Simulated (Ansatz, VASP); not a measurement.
Ni: VASP beside Ansatz

INCAR

```
PREC = Accurate
ENCUT = 520
EDIFF = 1E-7
ISMEAR = 0
SIGMA = 0.014
LREAL = False
LASPH = True
NELM = 150
ALGO = Normal
ISIF = 2
LWAVE = False
LCHARG = False
ISPIN = 2
MAGMOM = 1
LORBIT = 11
LMAXMIX = 4
GGA = PE
NBANDS = 15
```

The input KPOINTS:

```
Automatic mesh
0
Gamma
  13 13 13
```

POSCAR

```
Ni
1.0
    0.0000000000      1.7375729330      1.7375729330
    1.7375729330      0.0000000000      1.7375729330
    1.7375729330      1.7375729330      0.0000000000
Ni
1
Direct
    0.0000000000      0.0000000000      0.0000000000
```

File input.yaml:

```yaml
crystal:
  lattice:
    - [0.0, 1.737572933, 1.737572933]
    - [1.737572933, 0.0, 1.737572933]
    - [1.737572933, 1.737572933, 0.0]
  atoms:
    - { symbol: Ni, position: [0.0, 0.0, 0.0], spin: 1.0 }
kpoints:
  mp_grid: { grid: [13, 13, 13] }
scf:
  occupations: { method: gaussian, width: 0.014 }
hamiltonian:
  xc: pbe
  pseudopotentials: { kind: all_electron, lapw: { basis_error: 0.001 } }
magnetization:
  spin_polarized: true
output:
  forces: true
  stress: true
  eigenvalues: true
```

Alike in both runs: task single point; functional PBE; k mesh 13 × 13 × 13; occupations gaussian, width 0.014 eV; collinear spin.

```csv
,VASP,Ansatz
version,VASP 6.6.1,Ansatz 0.2.0
potentials or method,"VASP PAW PBE potentials, release 64 (Ni)","all-electron LAPW, scalar-relativistic"
plane-wave cutoff (eV),520,see its input
```

Ansatz gave:

| Quantity | Value |
| --- | --- |
| gap on the k mesh at the Fermi level (eV) | none |
| pressure (GPa) | 8.0 |
| net moment per atom (μB) | 0.64 |
| size of the moment on the site where the two differ most (μB) | 0.66 |

Q: What did VASP give for the same quantities?

A: gap on the k mesh at the Fermi level (eV): none; pressure (GPa): 7.8; net moment per atom (μB): 0.62; size of the moment on the site where the two differ most (μB): 0.63.

Site moments also hang on the region over which each program counts them. A gap of «none» marks a metal or a gap that the smearing closes. Ansatz ran all-electron here, so the differences hold the error of VASP's frozen core and of both bases.
